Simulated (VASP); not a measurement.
Write the native input for VASP 6.6.1 that does the following.

```
Task                   : relaxation of cell and atoms
Functional             : PBE
Dispersion             : D3(BJ)
Potentials or basis    : VASP PAW PBE potentials, release 64 (Li_sv, S)
Cutoff                 : 600 eV
k mesh                 : 8 × 8 × 8
Occupations            : gaussian, width 0.02 eV
Spin                   : no spin polarisation
Further INCAR settings : ALGO = Fast; EDIFF = 1e-07; IBRION = 2; EDIFFG = -0.005; NSW = 90; ISIF = 3
```

The structure of Li2S lies in POSCAR:

```
Li2S
1.0
    0.0000000000      2.8351678400      2.8351678400
    2.8351678400      0.0000000000      2.8351678400
    2.8351678400      2.8351678400      0.0000000000
Li S
2 1
Direct
    0.7500000000      0.7500000000      0.7500000000
    0.2500000000      0.2500000000      0.2500000000
    0.0000000000      0.0000000000      0.0000000000
```

The cell comes from a database or a generator and needn't be the stable form of this composition.

One way to write it, as run:

INCAR

```
  ALGO = Fast
  EDIFF = 1E-7
  EDIFFG = -0.005
  ENCUT = 600
  GGA = PE
  IBRION = 2
  ISIF = 3
  ISMEAR = 0
  IVDW = 12
  LASPH = True
  LCHARG = False
  LREAL = False
  LWAVE = False
  NELM = 100
  NSW = 90
  PREC = Accurate
  SIGMA = 0.02
```

KPOINTS

```
k-points
0
Gamma
  8 8 8
```

Potentials or basis: VASP PAW PBE potentials, release 64 (Li_sv, S).

Command:

```bash
$ cat potpaw_PBE.64/Li_sv/POTCAR potpaw_PBE.64/S/POTCAR > POTCAR
$ mpirun -np 1 vasp_std > vasp.out
```

It gave:

```json
{
 "Relaxed volume": "14.36 Å³/atom",
 "Relaxed cell": "a = 3.935 Å, b = 3.935 Å, c = 3.935 Å, α = 60.00°, β = 60.00°, γ = 60.00°",
 "Space group after relaxing (to 0.05 Å)": "Fm-3m (No. 225)",
 "Energy gained by relaxing": "6.6 meV/atom",
 "Ionic steps": "3",
 "Pressure after relaxing": "0.0 GPa",
 "Band gap on the k mesh": "3.33 eV, indirect (least direct gap 4.65 eV)",
 "Dispersion energy per atom": "-0.283 eV"
}
```

Caveat: the cutoff is under 1.25 times the usual one of these potentials, so pressure, stress and relaxed cells hold a basis-set (Pulay) error.

Wall time 36 s on 1 thread of Intel(R) Xeon(R) Platinum 8559C (Emerald Rapids), with other jobs on the host, peak memory 0.19 GiB.
